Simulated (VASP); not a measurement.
# NaH (Fm-3m) in VASP: further runs

The runs below take NaH through single point, with PBE.

All numbers are computed with VASP 6.6.1; they aren't measurements. Logs are shortened: lines on timing, memory, paths and dates and some standing lists are left out, and cuts for length are marked.

## 1. The structure

It takes space group Fm-3m (No. 225, cubic). Conventional cell: a = 4.880 Å, b = 4.880 Å, c = 4.880 Å, α = 90.00°, β = 90.00°, γ = 90.00°. Na (site symmetry m-3m) has 6 H at 2.44 Å as nearest neighbours. Around H (site symmetry m-3m) lie 6 Na at 2.44 Å.

## 2. Single point, PBE

INCAR reads:

```
SYSTEM = NaH
PREC = Accurate
ENCUT = 450
EDIFF = 1E-6
ISMEAR = 0
SIGMA = 0.05
LREAL = .False.
LASPH = .True.
NELM = 100
ALGO = Normal
ISIF = 2
LWAVE = .False.
LCHARG = .False.
GGA = PE
NBANDS = 11
ADDGRID = .True.
```

KPOINTS reads:

```
Automatic mesh
0
Gamma
  5 5 5
  0 0 0
```

POSCAR reads:

```
NaH
1.0
    0.0000000000      2.4400000000      2.4400000000
    2.4400000000      0.0000000000      2.4400000000
    2.4400000000      2.4400000000      0.0000000000
Na H
1 1
Direct
    0.0000000000      0.0000000000      0.0000000000
    0.5000000000      0.5000000000      0.5000000000
```

Potentials or basis: VASP PAW PBE potentials, release 64 (Na_pv, H).

Command:

```bash
cat potpaw_PBE.64/Na_pv/POTCAR potpaw_PBE.64/H/POTCAR > POTCAR
mpirun -np 1 vasp_std > vasp.out
```

OUTCAR:

```text
SYSTEM = NaH
   PREC = Accurate
   ENCUT = 450
   EDIFF = 1E-6
   ISMEAR = 0
   LREAL = .False.
   LASPH = .True.
   NELM = 100
   ISIF = 2
   GGA = PE

 Found     10 irreducible k-points:

 Following reciprocal coordinates:
            Coordinates               Weight
  0.000000  0.000000  0.000000      1.000000
  0.200000  0.000000  0.000000      8.000000
  0.400000  0.000000  0.000000      8.000000
  0.200000  0.200000  0.000000      6.000000
  0.400000  0.200000  0.000000     24.000000
 -0.400000  0.200000  0.000000     24.000000
   k-points           NKPTS =     10   k-points in BZ     NKDIM =     10   number of bands    NBANDS=     11
   number of dos      NEDOS =    301   number of ions     NIONS =      2
   total plane-waves  NPLWV =  13824
   dimension x,y,z NGX =    24 NGY =   24 NGZ =   24
   dimension x,y,z NGXF=    48 NGYF=   48 NGZF=   48
   ions per type =               1   1
   NGX,Y,Z   is equivalent  to a cutoff of  11.56, 11.56, 11.56 a.u.
   NGXF,Y,Z  is equivalent  to a cutoff of  23.13, 23.13, 23.13 a.u.
 SYSTEM =  NaH
   PREC   = accura    normal or accurate (medium, high low for compatibility)
   ISTART =      0    job   : 0-new  1-cont  2-samecut
   ICHARG =      2    charge: 1-file 2-atom 10-const
   ISPIN  =      1    spin polarized calculation?
   LNONCOLLINEAR =      F non collinear calculations
   LSORBIT =      F    spin-orbit coupling
   LASPH  =      T    aspherical Exc in radial PAW
   ENCUT  =  450.0 eV  33.07 Ry    5.75 a.u.   5.97  5.97  5.97*2*pi/ulx,y,z
   NELM   =    100;   NELMIN=  2; NELMDL= -5     # of ELM steps
   EDIFF  = 0.1E-05   stopping-criterion for ELM
   LREAL  =      F    real-space projection
   EDIFFG = 0.1E-04   stopping-criterion for IOM
   NSW    =      0    number of steps for IOM
   IBRION =     -1    ionic relax: 0-MD 1-quasi-New 2-CG
   NFREE  =      0    steps in history (QN), initial steepest desc. (CG)
   ISIF   =      2    stress and relaxation
   ISYM   =      2    0-nonsym 1-usesym 2-fastsym
   POTIM  = 0.5000    time-step for ionic-motion
   TEBEG  =    0.0;   TEEND  =   0.0 temperature during run
   PSTRESS=    0.0 pullay stress
   NELECT =       8.0000    total number of electrons
   NUPDOWN=      -1.0000    fix difference up-down
   EMIN   =  10.00;   EMAX   =-10.00  energy-range for DOS
   EFERMI =   0.00;   METHOD = LEGACY
   ISMEAR =     0;   SIGMA  =   0.05  broadening in eV -4-tet -1-fermi 0-gaus
   EFERMI_NEDOS =   21; number of points for ismear=-14 and -15
   IALGO  =     38    algorithm
   IMIX   =      4    mixing-type and parameters
     AMIX     =   0.40;   BMIX     =  1.00
     AMIX_MAG =   1.60;   BMIX_MAG =  1.00
  volume/ion in A,a.u.               =      14.53        98.03
  Fermi-wavevector in a.u.,A,eV,Ry     =   1.065054  2.012660 15.433636  1.134340
  Thomas-Fermi vector in A             =   2.200593
   LORBIT       =      0    0 simple, 1 ext, 2 COOP (PROOUT), +10 PAW based schemes
   GGA     = PE    functional components
   LHFCALC =     F    Hartree Fock is set to
   AEXX    =    0.0000 exact exchange contribution
   IVDW    =     0    specifies the selected vdW correction
   LEPSILON=     F    determine dielectric tensor
   LRPA    =     F    only Hartree local field effects (RPA)
 non-spin polarized calculation
 Gauss-broadening in eV      SIGMA  =   0.05
  energy-cutoff  :      450.00
  volume of cell :       29.05
 maximum number of plane-waves:       639
   NGX = 11   NGY = 11   NGZ = 11

 number of electron       8.0000000 magnetization

 Free energy of the ion-electron system (eV)
  ---------------------------------------------------
  ext. energy  EPLUGINS =         0.00000000
  ---------------------------------------------------
  free energy    TOTEN  =        -5.08495894 eV

  energy without entropy =       -5.08495894  energy(sigma->0) =       -5.08495894

 E-fermi :  -1.0780     XC(G=0):  -7.6732

 val. band max:       -1.3031163044   @ k =  -0.4000   0.4000   0.0000
 cond. band min:       3.2362337230   @ k =   0.4000   0.0000   0.0000
 fundamental gap:      4.5393500275
 Fermi energy:        -1.0779522954

 k-point     1 :       0.0000    0.0000    0.0000
  band No.  band energies     occupation
      1     -23.3592      2.00000
      2     -23.3592      2.00000
      3     -23.3592      2.00000
      4      -4.7407      2.00000
      5       8.9597      0.00000
      6      14.1782      0.00000
      7      14.1782      0.00000
      8      14.1782      0.00000
      9      14.9683      0.00000
     10      14.9683      0.00000
     11      14.9683      0.00000

 k-point     2 :       0.2000    0.0000    0.0000
  band No.  band energies     occupation
      1     -23.3889      2.00000
      2     -23.3629      2.00000
      3     -23.3629      2.00000
      4      -4.0835      2.00000
      5       6.8639      0.00000
      6      10.5497      0.00000
      7      12.8594      0.00000
      8      12.8594      0.00000
      9      16.2174      0.00000
     10      16.2174      0.00000
     11      16.8341      0.00000

 k-point     3 :       0.4000    0.0000    0.0000
  band No.  band energies     occupation
      1     -23.4358      2.00000
      2     -23.3686      2.00000
      3     -23.3686      2.00000
      4      -2.4912      2.00000
      5       3.2362      0.00000
      6       9.4793      0.00000
      7      12.0903      0.00000
      8      12.0903      0.00000
      9      15.0475      0.00000
     10      15.0475      0.00000
     11      17.4384      0.00000

 k-point     4 :       0.2000    0.2000    0.0000
  band No.  band energies     occupation
      1     -23.3874      2.00000
      2     -23.3693      2.00000
      3     -23.3693      2.00000
      4      -3.8770      2.00000
      5       6.9188      0.00000
      6      10.9523      0.00000
      7      11.1292      0.00000
      8      11.1292      0.00000
      9      14.3225      0.00000
     10      17.3062      0.00000
     11      19.9011      0.00000

 k-point     5 :       0.4000    0.2000    0.0000
  band No.  band energies     occupation
      1     -23.4207      2.00000
      2     -23.3791      2.00000
      3     -23.3759      2.00000
      4      -2.5938      2.00000
      5       4.5309      0.00000
      6       7.7245      0.00000
      7      10.4553      0.00000
      8      11.8309      0.00000
      9      14.6596      0.00000
     10      17.4842      0.00000
     11      18.4755      0.00000

 k-point     6 :      -0.4000    0.2000    0.0000
  band No.  band energies     occupation
      1     -23.4317      2.00000
      2     -23.3898      2.00000
      3     -23.3736      2.00000
      4      -1.7754      2.00000
      5       3.2499      0.00000
      6       6.5636      0.00000
      7      10.9599      0.00000
      8      11.7102      0.00000
      9      15.9801      0.00000
     10      17.0942      0.00000
     11      20.0659      0.00000

 [... further k-points ...]

------------------------ aborting loop because EDIFF is reached ----------------------------------------

  FORCE on cell =-STRESS in cart. coord.  units (eV):
  Direction    XX          YY          ZZ          XY          YZ          ZX
  --------------------------------------------------------------------------------------
  -------------------------------------------------------------------------------------
  Total       -0.1624652     -0.1624652     -0.1624652     -0.0000000     -0.0000000      0.0000000
  in kB       -8.9592470     -8.9592470     -8.9592470     -0.0000000     -0.0000000      0.0000000
  external PRESSURE =      -8.9592470 kB  Pullay stress =       0.0000000 kB

 VOLUME and BASIS-vectors are now :
 -----------------------------------------------------------------------------
  energy-cutoff  :      450.00
  volume of cell :       29.05
      direct lattice vectors                 reciprocal lattice vectors
     0.000000000  2.440000000  2.440000000    -0.204918033  0.204918033  0.204918033
     2.440000000  0.000000000  2.440000000     0.204918033 -0.204918033  0.204918033
     2.440000000  2.440000000  0.000000000     0.204918033  0.204918033 -0.204918033

 POSITION                                       TOTAL-FORCE (eV/Angst)
 -----------------------------------------------------------------------------------
      0.00000      0.00000      0.00000        -0.000000      0.000000     -0.000000
      2.44000      2.44000      2.44000         0.000000     -0.000000      0.000000
 -----------------------------------------------------------------------------------
    total drift:                                0.000000     -0.000000     -0.000000

  FREE ENERGIE OF THE ION-ELECTRON SYSTEM (eV)
  ---------------------------------------------------
  free  energy   TOTEN  =        -5.0849589386 eV

  energy  without entropy=       -5.0849589386  energy(sigma->0) =       -5.08495894
```

Run time: 3.7 s. Hardware: 1 thread of Intel Xeon Platinum 8259CL at 2.50GHz (Skylake/Cascade Lake), shared host; peak memory 0.16 GiB.

The run converged, but some of its settings lie outside the range that counts as converged, so its numbers aren't taken as properties of the crystal.

Results:

| Quantity | Value |
| --- | --- |
| Free energy | -5.0850 eV |
| Pressure | -0.9 GPa |
| Band gap on the k mesh | 4.54 eV, indirect (least direct gap 5.03 eV) |

Caveat: the k mesh is coarse (spacing up to 0.45 Å⁻¹), so the values aren't converged; an odd mesh through Γ misses points on the zone boundary, where band edges often lie.

[end of part 1 of 3]
